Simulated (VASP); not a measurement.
# FeGe (P6/mmm) in VASP: single point with PBE

Aim: the single point of FeGe with PBE.

Program: VASP 6.6.1. These are calculated values, not measurements. Logs are shortened: lines on timing, memory, paths and dates and some standing lists are left out, and cuts for length are marked.

### Step 1. The crystal as given

The structure is hexagonal, space group P6/mmm (No. 191). The conventional cell has a = 4.998 Å, b = 4.998 Å, c = 4.116 Å, α = 90.00°, β = 90.00°, γ = 120.00°. Ge (site symmetry -6m2) has 6 Fe at 2.51 Å and 3 Ge at 2.89 Å as nearest neighbours. Around Ge (site symmetry 6/mmm) lie 6 Fe at 2.50 Å. Fe (site symmetry mmm) has 6 Ge at 2.50 to 2.51 Å and 4 Fe at 2.50 Å as nearest neighbours.

The cell is a database's computed one.

### Step 2. Single point, PBE, collinear spin, ferromagnetic start

Contents of INCAR:

```
ALGO     = Normal         # electronic algorithm
EDIFF    = 1E-6           # SCF threshold, eV
ENCUT    = 520            # plane-wave cutoff, eV
GGA      = PE             # functional
ISIF     = 2              # what is computed and relaxed
ISMEAR   = -1             # smearing method
ISPIN    = 2              # spin polarisation
LASPH    = T              # aspherical terms in the spheres
LCHARG   = F              # write CHGCAR
LMAXMIX  = 4              # l up to which the mixer works
LORBIT   = 11             # projections on sites
LREAL    = F              # projectors in reciprocal space
LWAVE    = F              # write WAVECAR
MAGMOM   = 0 0 0 4.5 4.5 4.5 # initial moments
NBANDS   = 46             # bands
NELM     = 150            # most SCF steps
PREC     = Accurate       # precision mode
SIGMA    = 0.05           # smearing width, eV
```

Contents of KPOINTS:

```
k-points
0
Gamma
  6 6 7
```

Contents of POSCAR:

```
FeGe
1.0
    4.9976023358      0.0000000000      0.0000000000
   -2.4988011679      4.3280505808      0.0000000000
    0.0000000000      0.0000000000      4.1157613500
Ge Fe
3 3
Direct
    0.6666666667      0.3333333333      0.5000000000
    0.3333333333      0.6666666667      0.5000000000
    0.0000000000      0.0000000000      0.0000000000
    0.0000000000      0.5000000000      0.0000000000
    0.5000000000      0.5000000000      0.0000000000
    0.5000000000      0.0000000000      0.0000000000
```

Potentials or basis: VASP PAW PBE potentials, release 64 (Ge_d, Fe).

Started as:

```
cat potpaw_PBE.64/Ge_d/POTCAR potpaw_PBE.64/Fe/POTCAR > POTCAR
mpirun -np 1 vasp_std > vasp.out
```

OUTCAR:

```text
EDIFF = 1E-6
   ENCUT = 520
   GGA = PE
   ISIF = 2
   ISMEAR = -1
   ISPIN = 2
   LASPH = T
   LORBIT = 11
   LREAL = F
   NELM = 150
   PREC = Accurate

 ion  position               nearest neighbor table
   1  0.667  0.333  0.500-   6 2.51   6 2.51   4 2.51   4 2.51   5 2.51   5 2.51   2 2.89   2 2.89
                             2 2.89
   2  0.333  0.667  0.500-   6 2.51   6 2.51   4 2.51   4 2.51   5 2.51   5 2.51   1 2.89   1 2.89
                             1 2.89
   3  0.000  0.000  0.000-   4 2.50   5 2.50   4 2.50   5 2.50   6 2.50   6 2.50
   4  0.000  0.500  0.000-   3 2.50   6 2.50   3 2.50   6 2.50   5 2.50   5 2.50   2 2.51   2 2.51
                             1 2.51   1 2.51
   5  0.500  0.500  0.000-   3 2.50   6 2.50   6 2.50   3 2.50   4 2.50   4 2.50   2 2.51   2 2.51
                             1 2.51   1 2.51
   6  0.500  0.000  0.000-   4 2.50   5 2.50   5 2.50   4 2.50   3 2.50   3 2.50   2 2.51   2 2.51
                             1 2.51   1 2.51

  LATTYP: Found a hexagonal cell.
 ALAT       =     4.9976023358
 C/A-ratio  =     0.8235471879

  Lattice vectors:

 A1 = (   4.9976023358,   0.0000000000,   0.0000000000)
 A2 = (  -2.4988011679,   4.3280505808,   0.0000000000)
 A3 = (   0.0000000000,   0.0000000000,   4.1157613500)

Analysis of symmetry for initial positions (statically):
=====================================================================
 Subroutine PRICEL returns:
 Original cell was already a primitive cell.

 Routine SETGRP: Setting up the symmetry group for a
 hexagonal supercell.

 Subroutine GETGRP returns: Found 24 space group operations
 (whereof 24 operations were pure point group operations)
 out of a pool of 24 trial point group operations.

The static configuration has the point symmetry D_6h.

Analysis of symmetry for dynamics (positions and initial velocities):
=====================================================================
 Subroutine PRICEL returns:
 Original cell was already a primitive cell.

 Routine SETGRP: Setting up the symmetry group for a
 hexagonal supercell.

 Subroutine GETGRP returns: Found 24 space group operations
 (whereof 24 operations were pure point group operations)
 out of a pool of 24 trial point group operations.

The dynamic configuration has the point symmetry D_6h.

Analysis of structural, dynamic, and magnetic symmetry:
=====================================================================
 Subroutine PRICEL returns:
 Original cell was already a primitive cell.

 Routine SETGRP: Setting up the symmetry group for a
 hexagonal supercell.

 Subroutine GETGRP returns: Found 24 space group operations
 (whereof 24 operations were pure point group operations)
 out of a pool of 24 trial point group operations.

The overall configuration has the point symmetry D_6h.

 Subroutine INISYM returns: Found 24 space group operations
 (whereof 24 operations are pure point group operations),
 and found     1 'primitive' translations

----------------------------------------------------------------------------------------

                                     Primitive cell

  volume of cell :      89.0234

  direct lattice vectors                    reciprocal lattice vectors
     4.997602336  0.000000000  0.000000000     0.200095953  0.115525452  0.000000000
    -2.498801168  4.328050581  0.000000000     0.000000000  0.231050904  0.000000000
     0.000000000  0.000000000  4.115761350     0.000000000  0.000000000  0.242968412

  length of vectors
     4.997602336  4.997602336  4.115761350     0.231050904  0.231050904  0.242968412

  position of ions in fractional coordinates (direct lattice)
     0.666666667  0.333333333  0.500000000
     0.333333333  0.666666667  0.500000000
     0.000000000  0.000000000  0.000000000
     0.000000000  0.500000000  0.000000000
     0.500000000  0.500000000  0.000000000
     0.500000000  0.000000000  0.000000000

  ion indices of the primitive-cell ions
   primitive index   ion index
                 1           1
                 2           2
                 3           3
                 4           4
                 5           5
                 6           6

[... 51 lines left out ...]
  0.333333  0.000000  0.428571     12.000000
 [... further k-points ...]
   k-points           NKPTS =     28   k-points in BZ     NKDIM =     28   number of bands    NBANDS=     46
   number of dos      NEDOS =    301   number of ions     NIONS =      6
   total plane-waves  NPLWV =  51200
   dimension x,y,z NGX =    40 NGY =   40 NGZ =   32
   dimension x,y,z NGXF=    80 NGYF=   80 NGZF=   64
   ions per type =               3   3
   NGX,Y,Z   is equivalent  to a cutoff of  13.31, 13.31, 12.93 a.u.
   NGXF,Y,Z  is equivalent  to a cutoff of  26.61, 26.61, 25.85 a.u.
 SYSTEM =  unknown system
   PREC   = accura    normal or accurate (medium, high low for compatibility)
   ISTART =      0    job   : 0-new  1-cont  2-samecut
   ICHARG =      2    charge: 1-file 2-atom 10-const
   ISPIN  =      2    spin polarized calculation?
   LNONCOLLINEAR =      F non collinear calculations
   LSORBIT =      F    spin-orbit coupling
   LASPH  =      T    aspherical Exc in radial PAW
   ENCUT  =  520.0 eV  38.22 Ry    6.18 a.u.   9.29  9.29  7.65*2*pi/ulx,y,z
   NELM   =    150;   NELMIN=  2; NELMDL= -5     # of ELM steps
   EDIFF  = 0.1E-05   stopping-criterion for ELM
   LREAL  =      F    real-space projection
   EDIFFG = 0.1E-04   stopping-criterion for IOM
   NSW    =      0    number of steps for IOM
   IBRION =     -1    ionic relax: 0-MD 1-quasi-New 2-CG
   NFREE  =      0    steps in history (QN), initial steepest desc. (CG)
   ISIF   =      2    stress and relaxation
   ISYM   =      2    0-nonsym 1-usesym 2-fastsym
   POTIM  = 0.5000    time-step for ionic-motion
   TEBEG  =    0.0;   TEEND  =   0.0 temperature during run
   PSTRESS=    0.0 pullay stress
   NELECT =      66.0000    total number of electrons
   NUPDOWN=      -1.0000    fix difference up-down
   EMIN   =  10.00;   EMAX   =-10.00  energy-range for DOS
   EFERMI =   0.00;   METHOD = LEGACY
   ISMEAR =    -1;   SIGMA  =   0.05  broadening in eV -4-tet -1-fermi 0-gaus
   EFERMI_NEDOS =   21; number of points for ismear=-14 and -15
   IALGO  =     38    algorithm
   IMIX   =      4    mixing-type and parameters
     AMIX     =   0.40;   BMIX     =  1.00
     AMIX_MAG =   1.60;   BMIX_MAG =  1.00
  volume/ion in A,a.u.               =      14.84       100.13
  Fermi-wavevector in a.u.,A,eV,Ry     =   1.481681  2.799971 29.869943  2.195379
  Thomas-Fermi vector in A             =   2.595561
   LORBIT       =     11    0 simple, 1 ext, 2 COOP (PROOUT), +10 PAW based schemes
   GGA     = PE    functional components
   LHFCALC =     F    Hartree Fock is set to
   AEXX    =    0.0000 exact exchange contribution
   IVDW    =     0    specifies the selected vdW correction
   LEPSILON=     F    determine dielectric tensor
   LRPA    =     F    only Hartree local field effects (RPA)
 spin polarized calculation
  energy-cutoff  :      520.00
  volume of cell :       89.02
 maximum number of plane-waves:      2427
 NGX is ok and might be reduce to    40
   NGX = 19   NGY = 19   NGZ = 15

 number of electron      66.0000000 magnetization      13.5000000

 number of electron      65.9999996 magnetization       4.3099987

 Free energy of the ion-electron system (eV)
  ---------------------------------------------------
  ext. energy  EPLUGINS =         0.00000000
  ---------------------------------------------------
  free energy    TOTEN  =       -39.02388815 eV

  energy without entropy =      -38.98548534  energy(sigma->0) =      -39.00468674

 E-fermi :   6.7438     XC(G=0): -11.9264

 val. band max:        6.7431131862   @ k =   0.3333   0.0000   0.1429
 cond. band min:       6.7542027919   @ k =   0.3333   0.0000   0.2857
 fundamental gap:      0.0110896057
 Fermi energy:         6.7437780235

 spin component 1

 k-point     1 :       0.0000    0.0000    0.0000
  band No.  band energies     occupation
      1     -18.2569      1.00000
      2     -18.1825      1.00000
      3     -18.1825      1.00000
      4     -18.0931      1.00000
      5     -18.0931      1.00000
      6     -18.0551      1.00000
[... 1141 lines left out ...]
     44      14.3812      0.00000
     45      15.2646      0.00000

 [... further k-points ...]

 spin component 2

 k-point     1 :       0.0000    0.0000    0.0000
  band No.  band energies     occupation
      1     -18.2644      1.00000
      2     -18.1968      1.00000
      3     -18.1968      1.00000
      4     -18.1001      1.00000
      5     -18.1001      1.00000
      6     -18.0746      1.00000
[... 1141 lines left out ...]
     44      14.6149      0.00000
     45      15.4991      0.00000

 [... further k-points ...]

 [bands above 45 left out]

------------------------ aborting loop because EDIFF is reached ----------------------------------------

  FORCE on cell =-STRESS in cart. coord.  units (eV):
  Direction    XX          YY          ZZ          XY          YZ          ZX
  --------------------------------------------------------------------------------------
  -------------------------------------------------------------------------------------
  Total       -2.0386512     -2.0386512     -2.5011083      0.0000000      0.0000000      0.0000000
  in kB      -36.6901349    -36.6901349    -45.0130949      0.0000000      0.0000000      0.0000000
  external PRESSURE =     -39.4644549 kB  Pullay stress =       0.0000000 kB

 VOLUME and BASIS-vectors are now :
 -----------------------------------------------------------------------------
  energy-cutoff  :      520.00
  volume of cell :       89.02
      direct lattice vectors                 reciprocal lattice vectors
     4.997602336  0.000000000  0.000000000     0.200095953  0.115525452  0.000000000
    -2.498801168  4.328050581  0.000000000     0.000000000  0.231050904  0.000000000
     0.000000000  0.000000000  4.115761350     0.000000000  0.000000000  0.242968412

 POSITION                                       TOTAL-FORCE (eV/Angst)
 -----------------------------------------------------------------------------------
      2.49880      1.44268      2.05788        -0.000000      0.000000     -0.000000
     -0.00000      2.88537      2.05788         0.000000      0.000000      0.000000
      0.00000      0.00000      0.00000        -0.000000     -0.000000     -0.000000
     -1.24940      2.16403      0.00000        -0.000000     -0.000000     -0.000000
      1.24940      2.16403      0.00000        -0.000000     -0.000000     -0.000000
      2.49880      0.00000      0.00000        -0.000000     -0.000000     -0.000000
 -----------------------------------------------------------------------------------
    total drift:                               -0.000000      0.000000     -0.000000

  FREE ENERGIE OF THE ION-ELECTRON SYSTEM (eV)
  ---------------------------------------------------
  free  energy   TOTEN  =       -39.0238881497 eV

  energy  without entropy=      -38.9854853384  energy(sigma->0) =      -39.00468674

 total charge

# of ion       s       p       d       tot
------------------------------------------
    1        1.124   1.162  10.072  12.359
    2        1.124   1.162  10.072  12.359
    3        1.150   1.122  10.052  12.323
    4        0.427   0.543   6.392   7.362
    5        0.427   0.543   6.392   7.362
    6        0.427   0.543   6.392   7.362
--------------------------------------------------
tot          4.678   5.075  49.372  59.125

 magnetization (x)

# of ion       s       p       d       tot
------------------------------------------
    1       -0.006  -0.052   0.000  -0.058
    2       -0.006  -0.052   0.000  -0.058
    3       -0.002  -0.095   0.006  -0.091
    4        0.005   0.001   1.514   1.520
    5        0.005   0.001   1.514   1.520
    6        0.005   0.001   1.514   1.520
--------------------------------------------------
tot          0.000  -0.194   4.549   4.354
```

Wall time 97 s (1 thread of Intel Xeon 6975P-C (Granite Rapids), shared host); peak memory 0.34 GiB.

What came out:

* Free energy: -39.0239 eV
* Pressure: -3.9 GPa
* Band gap on the k mesh: none (metal or under the smearing width)
* Net moment: 4.31 μB per cell
* Site moments: Ge -0.06, -0.09; Fe +1.52 μB
* Valence electrons inside the program's atomic spheres: Ge 12.36, 12.32; Fe 7.36

Stress tensor (GPa, compression positive):
```
-3.67  0.00  0.00
 0.00 -3.67  0.00
 0.00  0.00 -4.50
```

Caveat: the moment fell far below its start of 4.5 μB, so a state of higher moment may lie lower in energy.
